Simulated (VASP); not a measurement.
# What goes wrong when SiNi is relaxed with a bad input, part 2 of 2

Aim: see how common mistakes in a VASP relaxation show up, on SiNi. The starting structure is a computed structure from the Materials Project. The first relaxation on each setting starts from this cell expanded by 3 % in volume.

VASP 6.6.1.

Results so far: reference 11.30 Å³ an atom.

## 4. Relaxation with a smearing far too wide

Level of this step: PBEsol, spin-polarised from an antiferromagnetic start; plane waves and PAW (Ni, Si) (VASP).

A slip made on purpose: a smearing far too wide. Against step 2 the input has SIGMA = 2 (also changed: NELM).

File INCAR:

```
SYSTEM = SiNi
PREC = Accurate
ENCUT = 450
EDIFF = 1E-06
NELM = 60
ISMEAR = 0
SIGMA = 2
LREAL = .FALSE.
ALGO = Normal
GGA = PS
NBANDS = 22
ISPIN = 2
MAGMOM = 1 -1 0 0
LASPH = .TRUE.
LMAXMIX = 4
LORBIT = 11
LWAVE = .FALSE.
LCHARG = .FALSE.
KPAR = 8
IBRION = 2
NSW = 50
ISIF = 3
EDIFFG = -0.006
```

File POSCAR:

```
SiNi
1.0
    2.9719088982      0.0000000000      0.0000000000
    0.0000000000      3.3128061231      0.0000000000
    0.0000000000      0.0000000000      4.7237611261
Ni Si
2 2
Direct
    0.5000000000      0.5000000000      0.3424955900
    0.0000000000      0.0000000000      0.6575044100
    0.5000000000      0.5000000000      0.8431431600
    0.0000000000      0.0000000000      0.1568568400
```

File KPOINTS:

```
Automatic mesh
0
Gamma
12 10 8
0 0 0
```

Potentials, in the order of the species: Ni and Si (PBE family, release 64).

Started as:

```
$ mpirun -np 8 vasp_std
```

Output:

```text
[... set-up lines as in an earlier step ...]
 entering main loop
       N       E                     dE             d eps       ncg     rms          rms(c)
DAV:   1     0.128364041071E+03    0.12836E+03   -0.11189E+04 18496   0.134E+03
DAV:   2    -0.244406838070E+02   -0.15280E+03   -0.14429E+03 18768   0.271E+02
DAV:   3    -0.317109645940E+02   -0.72703E+01   -0.70463E+01 22298   0.700E+01
DAV:   4    -0.318733272180E+02   -0.16236E+00   -0.16206E+00 21132   0.961E+00
[...]
DAV:  14    -0.275362051558E+02    0.23740E-05   -0.31708E-06 19030   0.244E-02    0.206E-02
DAV:  15    -0.275362026298E+02    0.25260E-05   -0.31876E-06 18620   0.261E-02    0.458E-03
DAV:  16    -0.275362025587E+02    0.71135E-07   -0.15462E-06 14046   0.902E-03
   1 F= -.27536203E+02 E0= -.25598161E+02  d E =-.275362E+02  mag=     0.0000
[... from here on, the cycles between the ionic steps are left out ...]
   2 F= -.27554705E+02 E0= -.25441221E+02  d E =-.185028E-01  mag=    -0.0000
   3 F= -.27562400E+02 E0= -.25512689E+02  d E =-.261970E-01  mag=     0.0000
   5 F= -.27566552E+02 E0= -.25511125E+02  d E =-.419201E-02  mag=    -0.0000
   7 F= -.27570270E+02 E0= -.25514017E+02  d E =-.724940E-03  mag=    -0.0000
   9 F= -.27570773E+02 E0= -.25513574E+02  d E =-.426244E-03  mag=     0.0000
  11 F= -.27571314E+02 E0= -.25496167E+02  d E =-.966660E-03  mag=     0.0000
  13 F= -.27572058E+02 E0= -.25505568E+02  d E =-.250244E-03  mag=    -0.0000
  15 F= -.27573634E+02 E0= -.25513052E+02  d E =-.182657E-02  mag=    -0.0000
  17 F= -.27573918E+02 E0= -.25516750E+02  d E =-.211062E-02  mag=     0.0000
  19 F= -.27574221E+02 E0= -.25506459E+02  d E =-.303049E-03  mag=     0.0000
  21 F= -.27574236E+02 E0= -.25508827E+02  d E =-.317891E-03  mag=     0.0000
  23 F= -.27574237E+02 E0= -.25508281E+02  d E =-.318814E-03  mag=    -0.0000
  25 F= -.27574288E+02 E0= -.25509729E+02  d E =-.510315E-04  mag=    -0.0000
  27 F= -.27574302E+02 E0= -.25510463E+02  d E =-.654683E-04  mag=    -0.0000
  29 F= -.27574308E+02 E0= -.25511148E+02  d E =-.713084E-04  mag=     0.0000
  31 F= -.27574328E+02 E0= -.25510402E+02  d E =-.195845E-04  mag=     0.0000
  32 F= -.27574334E+02 E0= -.25512173E+02  d E =-.643603E-05  mag=    -0.0000
  33 F= -.27574334E+02 E0= -.25511562E+02  d E =-.672967E-05  mag=     0.0000
[...]
reached required accuracy - stopping structural energy minimisation
```

Wall time 5.9 min (8 MPI ranks of Intel Xeon 6975P-C (Granite Rapids), shared host); peak memory 3.1 GiB.

OUTCAR, selected parts (step 4):

```text
  Total        0.0113028     -0.0005601     -0.0193804      0.0000000      0.0000000      0.0000000
  in kB        0.3773298     -0.0186987     -0.6469922      0.0000000      0.0000000      0.0000000
  external PRESSURE =      -0.0961204 kB  Pullay stress =       0.0000000 kB

 POSITION                                       TOTAL-FORCE (eV/Angst)
 -----------------------------------------------------------------------------------
      1.57248      1.61437      1.65494         0.000000      0.000000      0.000412
      0.00000      0.00000      3.07140         0.000000      0.000000     -0.000412
      1.57248      1.61437      4.02140         0.000000      0.000000     -0.000644
      0.00000      0.00000      0.70493         0.000000      0.000000      0.000644
 -----------------------------------------------------------------------------------
    total drift:                                0.000000     -0.000000      0.000000

  FREE ENERGIE OF THE ION-ELECTRON SYSTEM (eV)
  ---------------------------------------------------
  free  energy   TOTEN  =       -27.5743343999 eV

  energy  without entropy=      -23.4487897593  energy(sigma->0) =      -25.51156208

 magnetization (x)
# of ion       s       p       d       tot
------------------------------------------
    1        0.000   0.000   0.000   0.000
    2       -0.000  -0.000  -0.000  -0.000
    3       -0.000  -0.000   0.000  -0.000
    4        0.000   0.000   0.000   0.000
--------------------------------------------------
tot          0.000   0.000   0.000   0.000

[... 2 parts as in an earlier step ...]

[... 2 further parts left out ...]
[key lines of the parts left out:]
E-fermi :  10.7365
```

Logs of long relaxations may skip ionic steps without a mark.

With a smearing far too wide the cell ends at 11.998 Å³ an atom, +6.17 % from the reference, a by +6.9 %, b by -1.7 % and c by +1.0 %; the bulk modulus is 139.1 GPa against 189.7 GPa.

## 5. Relaxation with a loose electronic threshold

A slip made on purpose: a loose electronic threshold. Against step 2 the input has EDIFF = 0.01 (also changed: NELM and NSW).

Changes to INCAR since step 4:

```diff
@@ -3,6 +3,6 @@
 ENCUT = 450
-EDIFF = 1E-06
+EDIFF = 0.01
 NELM = 60
 ISMEAR = 0
-SIGMA = 2
+SIGMA = 0.05
 LREAL = .FALSE.
@@ -20,3 +20,3 @@
 IBRION = 2
-NSW = 50
+NSW = 30
 ISIF = 3
```

POSCAR is that of step 4.

KPOINTS is that of step 4.

Started as:

```
$ mpirun -np 8 vasp_std
```

Output:

```text
[... set-up lines as in an earlier step ...]
 entering main loop
       N       E                     dE             d eps       ncg     rms          rms(c)
[... 9 cycles as in an earlier step ...]
DAV:  10    -0.259430193163E+02    0.99259E-05   -0.80591E-03 25940   0.146E+00
   1 F= -.25943019E+02 E0= -.25942503E+02  d E =-.259430E+02  mag=    -0.0000
[... from here on, the cycles between the ionic steps are left out ...]
   2 F= -.25899840E+02 E0= -.25899345E+02  d E =0.431798E-01  mag=     0.0000
   3 F= -.25965314E+02 E0= -.25964870E+02  d E =-.222946E-01  mag=    -0.0000
   5 F= -.25958853E+02 E0= -.25958379E+02  d E =-.158334E-01  mag=    -0.0000
   7 F= -.25956453E+02 E0= -.25955963E+02  d E =-.134333E-01  mag=    -0.0000
   9 F= -.25958396E+02 E0= -.25957883E+02  d E =-.153766E-01  mag=    -0.0000
  11 F= -.25957338E+02 E0= -.25956851E+02  d E =-.143185E-01  mag=     0.0000
  13 F= -.25966345E+02 E0= -.25965912E+02  d E =-.900762E-02  mag=     0.0000
  15 F= -.25966511E+02 E0= -.25965988E+02  d E =-.917320E-02  mag=    -0.0000
  17 F= -.25963558E+02 E0= -.25963072E+02  d E =-.622033E-02  mag=     0.0000
  19 F= -.25963003E+02 E0= -.25962534E+02  d E =-.566560E-02  mag=    -0.0000
  21 F= -.25867276E+02 E0= -.25866780E+02  d E =0.957273E-01  mag=    -0.0000
  23 F= -.25956198E+02 E0= -.25955754E+02  d E =0.680492E-02  mag=     0.0000
  25 F= -.25969152E+02 E0= -.25968623E+02  d E =-.614898E-02  mag=    -0.0000
  27 F= -.25962900E+02 E0= -.25962420E+02  d E =0.103234E-03  mag=     0.0000
  29 F= -.25964731E+02 E0= -.25964285E+02  d E =-.298445E-02  mag=    -0.0000
  30 F= -.25965656E+02 E0= -.25965205E+02  d E =-.390995E-02  mag=    -0.0000
[...]
opt :   0.3206  next Energy=   -25.967377 (dE=-0.563E-02)
```

It took 3 min on 8 MPI ranks; peak memory 3.2 GiB.

OUTCAR, selected parts (step 5):

```text
  Total        0.4740230      0.5293425      0.5782742      0.0000000      0.0000000      0.0000000
  in kB       16.7997411     18.7603080     20.4944874      0.0000000      0.0000000      0.0000000
  external PRESSURE =      18.6848455 kB  Pullay stress =       0.0000000 kB

 POSITION                                       TOTAL-FORCE (eV/Angst)
 -----------------------------------------------------------------------------------
      1.47235      1.64116      1.60312         0.000000      0.000000      0.027377
      0.00000      0.00000      3.07407         0.000000      0.000000     -0.027377
      1.47235      1.64116      3.93906         0.000000      0.000000     -0.024186
      0.00000      0.00000      0.73814         0.000000      0.000000      0.024186
 -----------------------------------------------------------------------------------
    total drift:                                0.000000      0.000000      0.000000

  FREE ENERGIE OF THE ION-ELECTRON SYSTEM (eV)
  ---------------------------------------------------
  free  energy   TOTEN  =       -25.9656560389 eV

  energy  without entropy=      -25.9647539269  energy(sigma->0) =      -25.96520498

 magnetization (x)
# of ion       s       p       d       tot
------------------------------------------
    1       -0.000   0.000   0.000  -0.000
    2        0.000  -0.000  -0.000   0.000
    3       -0.000  -0.000   0.000  -0.000
    4        0.000   0.000   0.000   0.000
--------------------------------------------------
tot          0.000   0.000   0.000   0.000

[... 1 part as in an earlier step ...]

[... 2 further parts left out ...]
[key lines of the parts left out:]
E-fermi :  11.5715
```

The relaxation used up its 30 ionic steps (NSW) before forces and stress met EDIFFG.

## 6. Relaxation with a k mesh far too coarse

A slip made on purpose: a k mesh far too coarse. Against step 2 the input has a 2×2×2 mesh (also changed: NELM, NCORE and KPAR).

Changes to INCAR since step 5:

```diff
@@ -3,3 +3,3 @@
 ENCUT = 450
-EDIFF = 0.01
+EDIFF = 1E-06
 NELM = 60
@@ -18,5 +18,5 @@
 LCHARG = .FALSE.
-KPAR = 8
+NCORE = 8
 IBRION = 2
-NSW = 30
+NSW = 50
 ISIF = 3
```

POSCAR is that of step 5.

File KPOINTS:

```
Automatic mesh
0
Gamma
2 2 2
0 0 0
```

Started as:

```
$ mpirun -np 8 vasp_std
```

Output:

```text
[banner, memory and clock lines left out]
running    8 mpi-ranks, on    1 nodes
[...]
[... a notice as in an earlier step ...]

 [... a notice as in an earlier step ...]

 LDA part: xc-table for (Slater+PW92), standard interpolation
 POSCAR, INCAR and KPOINTS ok, starting setup
[...]
entering main loop
       N       E                     dE             d eps       ncg     rms          rms(c)
DAV:   1     0.128623365381E+03    0.12862E+03   -0.11253E+04   704   0.135E+03
DAV:   2    -0.223728686840E+02   -0.15100E+03   -0.14211E+03   710   0.266E+02
DAV:   3    -0.291839780289E+02   -0.68111E+01   -0.66004E+01   862   0.677E+01
DAV:   4    -0.293327779777E+02   -0.14880E+00   -0.14862E+00   790   0.921E+00
[...]
DAV:  14    -0.266527821620E+02    0.14611E-05   -0.24912E-06   708   0.208E-02    0.101E-02
DAV:  15    -0.266527809039E+02    0.12581E-05   -0.18344E-06   510   0.211E-02    0.269E-03
DAV:  16    -0.266527809565E+02   -0.52635E-07   -0.67657E-07   418   0.604E-03
[...]
2 F= -.26664546E+02 E0= -.26664546E+02  d E =-.117651E-01  mag=     0.0000
   3 F= -.26724691E+02 E0= -.26724691E+02  d E =-.719100E-01  mag=    -0.0000
   4 F= -.26732346E+02 E0= -.26732346E+02  d E =-.765478E-02  mag=     0.0000
   5 F= -.26732388E+02 E0= -.26732388E+02  d E =-.769711E-02  mag=     0.0000
   6 F= -.26732386E+02 E0= -.26732386E+02  d E =-.769509E-02  mag=    -0.0000
   7 F= -.26732592E+02 E0= -.26732592E+02  d E =-.205890E-03  mag=     0.0000
   8 F= -.26732596E+02 E0= -.26732596E+02  d E =-.209666E-03  mag=     0.0000
   9 F= -.26732596E+02 E0= -.26732596E+02  d E =-.209833E-03  mag=    -0.0000
  10 F= -.26732576E+02 E0= -.26732576E+02  d E =0.203827E-04  mag=     0.0000
  11 F= -.26732593E+02 E0= -.26732593E+02  d E =0.260221E-05  mag=    -0.0000
  12 F= -.26732595E+02 E0= -.26732595E+02  d E =0.926650E-06  mag=    -0.0000
  13 F= -.26732597E+02 E0= -.26732597E+02  d E =-.635235E-06  mag=     0.0000
  14 F= -.26732596E+02 E0= -.26732596E+02  d E =-.526834E-06  mag=     0.0000
  15 F= -.26732606E+02 E0= -.26732606E+02  d E =-.911051E-05  mag=    -0.0000
 trial-energy change:   -0.000009  1 .order   -0.000010   -0.000018   -0.000002
 step:   0.7267(harm=  0.7267)  dis= 0.00042  next Energy=   -26.732607 (dE=-0.101E-04)
 reached required accuracy - stopping structural energy minimisation
```

The job ended after 28 s (8 MPI ranks; peak memory 0.84 GiB).

OUTCAR, selected parts (step 6):

```text
  Total       -0.0057006      0.0029352     -0.0004280      0.0000000      0.0000000      0.0000000
  in kB       -0.2047858      0.1054440     -0.0153743      0.0000000      0.0000000      0.0000000
  external PRESSURE =      -0.0382387 kB  Pullay stress =       0.0000000 kB

 POSITION                                       TOTAL-FORCE (eV/Angst)
 -----------------------------------------------------------------------------------
      1.44899      1.63030      1.62387         0.000000      0.000000     -0.000056
      0.00000      0.00000      3.09606         0.000000      0.000000      0.000056
      1.44899      1.63030      3.95263         0.000000      0.000000     -0.000313
      0.00000      0.00000      0.76729         0.000000      0.000000      0.000313
 -----------------------------------------------------------------------------------
    total drift:                                0.000000     -0.000000      0.000000

  FREE ENERGIE OF THE ION-ELECTRON SYSTEM (eV)
  ---------------------------------------------------
  free  energy   TOTEN  =       -26.7326055395 eV

  energy  without entropy=      -26.7326055395  energy(sigma->0) =      -26.73260554

 magnetization (x)
# of ion       s       p       d       tot
------------------------------------------
    1       -0.000  -0.000  -0.000  -0.000
    2        0.000   0.000   0.000   0.000
    3        0.000   0.000   0.000   0.000
    4       -0.000  -0.000   0.000  -0.000
--------------------------------------------------
tot          0.000   0.000   0.000   0.000

[... 1 part as in an earlier step ...]

[... 3 further parts left out ...]
[key lines of the parts left out:]
E-fermi :  11.9268
```

With a k mesh far too coarse the cell ends at 11.150 Å³ an atom, -1.34 % from the reference, a by -1.5 %, b by -0.7 % and c by +0.9 %; the bulk modulus is 217.0 GPa against 189.7 GPa.

## 7. Relaxation with spin polarisation switched off

A slip made on purpose: spin polarisation switched off. Against step 2 the input has no ISPIN and no MAGMOM (also changed: NBANDS and LMAXMIX). This run starts from the cell of an earlier relaxation, which isn't shown; the restart sets up the plane waves anew.

File INCAR:

```
SYSTEM = SiNi
PREC = Accurate
ENCUT = 450
EDIFF = 1E-06
NELM = 100
ISMEAR = 0
SIGMA = 0.05
LREAL = .FALSE.
ALGO = Normal
GGA = PS
NBANDS = 20
LASPH = .TRUE.
LORBIT = 11
LWAVE = .FALSE.
LCHARG = .FALSE.
KPAR = 8
IBRION = 2
NSW = 50
ISIF = 3
EDIFFG = -0.006
```

File POSCAR:

```
SiNi
1.0
    2.9411373061      0.0000000000      0.0000000000
    0.0000000000      3.2843405560      0.0000000000
    0.0000000000      0.0000000000      4.6795947799
Ni Si
2 2
Direct
    0.5000000000      0.5000000000      0.3430161908
    0.0000000000      0.0000000000      0.6569838092
    0.5000000000      0.5000000000      0.8419693487
    0.0000000000      0.0000000000      0.1580306513
```

File KPOINTS:

```
Automatic mesh
0
Gamma
12 10 8
0 0 0
```

Started as:

```
$ mpirun -np 8 vasp_std
```

Output:

```text
[... set-up lines as in an earlier step ...]
 entering main loop
       N       E                     dE             d eps       ncg     rms          rms(c)
DAV:   1     0.132349996202E+03    0.13235E+03   -0.11437E+04  8400   0.149E+03
DAV:   2    -0.226302001123E+02   -0.15498E+03   -0.14844E+03  8424   0.291E+02
DAV:   3    -0.296094382026E+02   -0.69792E+01   -0.67929E+01  9724   0.743E+01
DAV:   4    -0.297914726448E+02   -0.18203E+00   -0.18158E+00  9928   0.111E+01
[...]
DAV:  12    -0.259650392781E+02    0.71375E-06   -0.54675E-05  9580   0.578E-02    0.327E-02
DAV:  13    -0.259650295519E+02    0.97261E-05   -0.12676E-05 12644   0.576E-02    0.122E-02
DAV:  14    -0.259650288176E+02    0.73438E-06   -0.31733E-06  7008   0.152E-02
   1 F= -.25965029E+02 E0= -.25964567E+02  d E =-.259650E+02
[...]
reached required accuracy - stopping structural energy minimisation
```

Wall time 11 s (8 MPI ranks); peak memory 2 GiB; 80 s of CPU time.

From OUTCAR (step 7):

```text
  Total        0.0038684      0.0091963      0.0045590      0.0000000      0.0000000      0.0000000
  in kB        0.1371110      0.3259490      0.1615883      0.0000000      0.0000000      0.0000000
  external PRESSURE =       0.2082161 kB  Pullay stress =       0.0000000 kB

 POSITION                                       TOTAL-FORCE (eV/Angst)
 -----------------------------------------------------------------------------------
      1.47057      1.64217      1.60518         0.000000      0.000000     -0.002954
      0.00000      0.00000      3.07442         0.000000      0.000000      0.002954
      1.47057      1.64217      3.94008         0.000000      0.000000     -0.001664
      0.00000      0.00000      0.73952         0.000000      0.000000      0.001664
 -----------------------------------------------------------------------------------
    total drift:                               -0.000000      0.000000     -0.000000

  FREE ENERGIE OF THE ION-ELECTRON SYSTEM (eV)
  ---------------------------------------------------
  free  energy   TOTEN  =       -25.9650288176 eV

  energy  without entropy=      -25.9641052885  energy(sigma->0) =      -25.96456705

[... 1 part as in an earlier step ...]

[... 3 further parts left out ...]
[key lines of the parts left out:]
E-fermi :  11.5764
```

With spin polarisation switched off the cell ends at 11.301 Å³ an atom, +0.00 % from the reference; the bulk modulus is 189.3 GPa against 189.7 GPa.

## 8. The runs compared

```
                           run          ended  volume (Å³/atom)  change (%)  bulk modulus (GPa)  pressure left (GPa)  core minutes
                     reference      converged            11.301           -               189.7                  0.0          21.7
           too few ionic steps  not converged                 -           -                   -                    -          5.33
       a smearing far too wide      converged            11.998        6.17               139.1                -0.01          47.1
  a loose electronic threshold  not converged                 -           -                   -                    -          24.4
       a k mesh far too coarse      converged             11.15       -1.34               217.0                  0.0          3.73
spin polarisation switched off      converged            11.301         0.0               189.3                 0.02          9.71
```

Core minutes are wall time times ranks, summed over the relaxations behind a row (those for a bulk modulus apart), on shared hosts.

## 9. Results

```json
{
 "volume of the reference": "11.30 Å³/atom",
 "volume against the reference, a smearing far too wide": "+6.17 %",
 "volume against the reference, a k mesh far too coarse": "-1.34 %",
 "volume against the reference, spin polarisation switched off": "+0.00 %",
 "run with too few ionic steps": "not converged",
 "run with a loose electronic threshold": "not converged"
}
```

**Reading.** The runs with too few ionic steps and a loose electronic threshold didn't converge. Finished, but with signs in the output that stand out against the reference: a smearing far too wide, with the volume changed by +6.2 %, a by +6.9 %, b by -1.7 % and c by +1.0 % (signs: 4.8 GPa at the first ionic step (of the first relaxations, not shown; reference: -5.4 GPa) and a large entropy term in the energy); a k mesh far too coarse, with the volume changed by -1.3 %, a by -1.5 %, b by -0.7 % and c by +0.9 % (signs: -8.2 GPa at the first ionic step (of the first relaxations, not shown; reference: -5.4 GPa)). Little came of spin polarisation switched off in this material. The reference holds hardly any moment itself, so leaving spin out changes little against it; other magnetic starts weren't tried. The reference was restarted once and some of the runs with a slip weren't, so their cells may not have settled fully. Further runs on this material are not shown.

[Lines on the potential files, build, host, timing and source positions are cut from VASP's logs without a mark.]

[Logs are printed without paths, hosts, clocks, repeated set-up lines and the standing remarks that a program may print on its own settings, such as how far it seeks lower states.]

[Hosts, paths, dates, database ids (printed as entryN), source tags and the programs' standing remarks are cut or masked in the printed files.]
